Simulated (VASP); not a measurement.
Data:

```
CsPbI3
1.0
    6.15294     0.00000     0.00000
    0.00000     6.15294     0.00000
    0.00000     0.00000     6.15294
Cs Pb I
1 1 3
Direct
  0.00000   0.00000   0.00000
  0.50000   0.50000   0.50000
  0.50000   0.00000   0.50000
  0.00000   0.50000   0.50000
  0.50000   0.50000   0.00000
```

The numbers are results of LDA (Ceperley-Alder, Perdew-Zunger), VASP's LDA PAW potentials (set 64) (plane waves; VASP), not measurements. Numerical set-up: 520 eV cut-off, 4×4×4 Γ-centred mesh, tetrahedra with Blöchl corrections, potentials Cs_sv Pb_d I.

The cores are frozen, which limits the accuracy of field gradients.

### Question
Give the principal components of the electric field gradient (V/Å²) and the asymmetry η at each nucleus.

### Answer

| atom | Vxx | Vyy | Vzz | η |
|---|---|---|---|---|
| Cs1 | 0.0 | 0.0 | 0.0 | - |
| Pb2 | 0.0 | 0.0 | 0.0 | - |
| I3 | -156.0 | -156.0 | 312.0 | 0.00 |
| I4 | -156.0 | -156.0 | 312.0 | 0.00 |
| I5 | -156.0 | -156.0 | 312.0 | 0.00 |

The compound is CsPbI3 in the cubic perovskite structure, the ideal cubic form; the compound distorts at low or room temperature. It was relaxed first, which changed the volume by -6 %.
